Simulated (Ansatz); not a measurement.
Wurtzite InN, relaxed in Ansatz (plane waves) with several semilocal functionals. Each gives its own volume and its own bulk modulus:

```tsv
level	V0 (Å³/atom)	bulk modulus B0 (GPa)	ln V0	ln B0
LDA	15.049	146.5	2.7113	4.9870
r²SCAN	15.591	139.8	2.7467	4.9402
PBE	16.063	121.7	2.7765	4.8016
```

**Question.** Fit a straight line to ln B0 against ln V0. What does it predict for PBEsol, whose volume is 15.473 Å³/atom?

**Answer.** With x = ln V0 and y = ln B0: means 2.74483 and 4.90960; Σ(Δx Δy) = -0.005958, Σ(Δx²) = 0.002131, so the slope is -2.80. At x = 2.7391 the line gives y = 4.90960 + (-2.80) × (2.7391 − 2.74483) = 4.9256, or 137.8 GPa. The run with PBEsol gives 135.7 GPa, -1.5 % from the line. The rows used scatter about it by up to 3.6 %, while the largest value lies 20 % above the smallest. For comparison, PBE's own equation of state has B′ = 4.7, the slope −d ln B/d ln V at a fixed functional; the two needn't agree, since functionals also differ at one volume.

Measured: 126 GPa (measured, room temperature, not corrected to a static lattice; as tabulated in Phys. Rev. B 49, 14 (GaN and InN under pressure), abstract).

Ansatz's density-functional and Hartree–Fock values are scalar-relativistic unless marked +SOC, with PAW data made under PBE.

Ansatz is a quantum-chemistry and plane-wave program.
